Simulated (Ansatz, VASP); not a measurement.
In: VASP beside Ansatz

```
In
1.0
     4.76897    0.00000    0.00000
    -2.38449    4.13005    0.00000
     0.00000    0.00000    4.04427
In
3
Direct
  0.33361 0.00000 0.33333
  0.00000 0.33361 0.66667
  0.66639 0.66639 0.00000
```

Alike in both runs: functional PBEsol; k mesh 6 × 6 × 4; occupations gaussian, width 0.1 eV; no spin polarisation.

Ansatz relaxed the structure, and its values are those at the end. VASP's run is a single point on that final structure, the one shown.

|  | VASP | Ansatz |
| --- | --- | --- |
| version | VASP 6.6.1 | Ansatz 0.2.0 |
| potentials or method | VASP PAW PBE potentials, release 64 (In_d) | scalar-relativistic, plane waves, PAW |
| plane-wave cutoff (eV) | 520 | 420 |
| valence electrons in the cell | 39 | 39 |

|  | VASP | Ansatz | Ansatz less VASP |
| --- | --- | --- | --- |
| gap on the k mesh at the Fermi level (eV) | none | none | - |
| pressure (GPa) | -0.2 | -0.2 | +0.03 |
| rms of the force components (eV/Å) | 0.004 | 0.004 | 0.0000 |

A gap of «none» marks a metal or a gap that the smearing closes. The functional is the same, so the differences come from potentials, cutoffs and numerics.

Caveats: the k mesh is coarse (spacing up to 0.39 Å⁻¹), so the values aren't converged; the PAW data sets were made with another functional, which shifts forces and pressure a little (VASP).
